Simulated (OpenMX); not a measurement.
An input for OpenMX 3.8.5 (TiSe):

Contents of TiSe.dat:

```
System.CurrrentDirectory             ./
System.Name                          TiSe
DATA.PATH                            ./DFT_DATA13
level.of.stdout                      1
level.of.fileout                     0
Species.Number                       3
<Definition.of.Atomic.Species
  Ti  Ti7.0-s3p2d2           Ti_CA13
  Se  Se7.0-s3p2d2           Se_CA13
Definition.of.Atomic.Species>

Atoms.Number                         4
Atoms.SpeciesAndCoordinates.Unit     AU
<Atoms.SpeciesAndCoordinates
    1  Ti    0.0000000000    4.3111594150    0.0000000000   6.000  6.000     0.00    0.00    0.00    0.00  0  off
    2  Ti    4.3111594150    0.0000000000    5.3674035776   6.000  6.000     0.00    0.00    0.00    0.00  0  off
    3  Se    0.0000000000    0.0000000000    2.6837017888   3.000  3.000     0.00    0.00    0.00    0.00  0  off
    4  Se    0.0000000000    0.0000000000    8.0511053664   3.000  3.000     0.00    0.00    0.00    0.00  0  off
Atoms.SpeciesAndCoordinates>

Atoms.UnitVectors.Unit               AU
<Atoms.UnitVectors
     8.6223188300    0.0000000000    0.0000000000
     0.0000000000    8.6223188300    0.0000000000
     0.0000000000    0.0000000000   10.7348071553
Atoms.UnitVectors>

scf.XcType                           LSDA-CA
scf.SpinPolarization                 nc
scf.SpinOrbit.Coupling               on
scf.ElectronicTemperature            580.226
scf.energycutoff                     400.0
scf.maxIter                          80
scf.EigenvalueSolver                 band
scf.Kgrid                            5 5 5
scf.Mixing.Type                      rmm-diisk
scf.Init.Mixing.Weight               0.01
scf.Min.Mixing.Weight                0.001
scf.Max.Mixing.Weight                0.2
scf.Mixing.History                   40
scf.Mixing.StartPulay                15
scf.criterion                        1.0e-7
MD.Type                              nomd
Band.dispersion                      on
Band.Nkpath                          9
<Band.kpath
   13   0.000000  0.000000  0.000000    0.000000  0.500000  0.000000  G X
   13   0.000000  0.500000  0.000000    0.500000  0.500000  0.000000  X M
   18   0.500000  0.500000  0.000000    0.000000  0.000000  0.000000  M G
   10   0.000000  0.000000  0.000000    0.000000  0.000000  0.500000  G Z
   13   0.000000  0.000000  0.500000    0.000000  0.500000  0.500000  Z R
   13   0.000000  0.500000  0.500000    0.500000  0.500000  0.500000  R A
   18   0.500000  0.500000  0.500000    0.000000  0.000000  0.500000  A Z
   10   0.000000  0.500000  0.000000    0.000000  0.500000  0.500000  X R
   10   0.500000  0.500000  0.000000    0.500000  0.500000  0.500000  M A
Band.kpath>
```

Potentials or basis: OpenMX 2013 LDA set, Ti7.0-s3p2d2, Se7.0-s3p2d2, grid cutoff 400 Ry.

Command:

```console
$ openmx TiSe.dat -nt 1 > TiSe.std
```

Q: What does the program do with it?

A: The run stopped without a result. It printed:

TiSe.std:

```text
*******************************************************
 Welcome to OpenMX   Ver. 3.8.5
 Copyright (C), 2002-2014, T. Ozaki
 OpenMX comes with ABSOLUTELY NO WARRANTY.
 This is free software, and you are welcome to
 redistribute it under the constitution of the GNU-GPL.
*******************************************************

Format error for Definition.of.Atomic.Species
```
